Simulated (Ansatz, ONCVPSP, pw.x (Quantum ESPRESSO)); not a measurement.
**As (Z = 33): one change to the ONCV potential, in the atom and in the sc crystal**

```json
{"Element": "arsenic", "Generator": "ONCVPSP 4.0.1.1 (patched build)", "Type": "optimised norm-conserving Vanderbilt (ONCV)", "Functional": "PBE", "Relativity": "scalar-relativistic", "Frozen core": "[Ar] 3d10", "Valence charge": "5", "Reference configuration": "4s1.5 4p3.5", "Partial waves": "4s: rc 1.40 bohr, ncon 4, nbas 9, qcut 4.9 1/bohr, 1 projector; 4p: rc 1.90 bohr, ncon 4, nbas 8, qcut 4.9 1/bohr, 2 projectors, debl 1.8 Ha; d scattering state at 0.26 Ha: rc 2.00 bohr, ncon 4, nbas 8, qcut 4.3 1/bohr, 2 projectors, debl 3.4 Ha", "Local potential": "polynomial inside 1.10 bohr (lpopt 2, dvloc0 0 Ha)", "Core correction": "none"}
```

Change: reference 4s2 4p2.5.

Cutoffs, loose and tight: the cutoffs (Ha) at which the residual kinetic energy of the hardest occupied pseudo-wave falls to 1 and 0.1 mHa per electron. They do not see the model core or the augmentation charge, which bear on the density cutoff. Test errors are all-electron minus pseudo excitation energies from the reference, over the configurations 4s2 4p3; 4s2 4p2; 4s2 4p1; 4s2 4p0; variants that change the core or the reference have their own tests.

Crystal test: sc As in pw.x 7.5, no spin, 12³ k-points, Fermi–Dirac smearing 0.01 Ry, cutoffs set for each file from its atomic test. The reference is all-electron LAPW (Ansatz 0.2.0) with the same functional, mesh and smearing; V0 and B0 come from Birch–Murnaghan fits to the pressures at five volumes. Errors are pseudo minus all-electron; Δ is the rms difference of the E(V) curves that follow from these fits, minima aligned, over ±6 % about the mean V0. Mesh and smearing are coarse, so the numbers serve the comparison and aren't converged zero-temperature values; the lattice is a test structure that the element need not adopt.

All-electron: a0 = 2.735 Å (V0 = 20.45 Å³/atom), B0 = 75.1 GPa.

Q: Does the change bring the crystal closer to the all-electron result?

A: The mean pressure error goes from -0.18 to -0.48 GPa, so the change moves the solid further from the all-electron pressures.

```
                       quantity       base    changed
                 outcome (atom)  generated  generated
           cutoff, loose (atom)      10 Ha      10 Ha
           cutoff, tight (atom)      21 Ha      25 Ha
            bound ghosts (atom)       none       none
largest test error (meV) (atom)        -36        +33
           cutoffs in pw.x (Ry)     50/200     60/240
                         a0 (Å)      2.732      2.729
                   a0 error (%)      -0.08      -0.21
                   B0 error (%)       +1.5       +2.2
                   Δ (meV/atom)        0.8        2.1
      mean pressure error (GPa)      -0.18      -0.48
```

Base: The generator flags a localised state at positive energy (s at 39 eV). The cutoffs count occupied waves only; projector 2 of the d channel, the hardest unoccupied one, needs 74 Ha at the loose tolerance. Changed file: The generator flags a localised state at positive energy (s at 35 eV). The cutoffs count occupied waves only; projector 2 of the d channel, the hardest unoccupied one, needs 72 Ha at the loose tolerance.
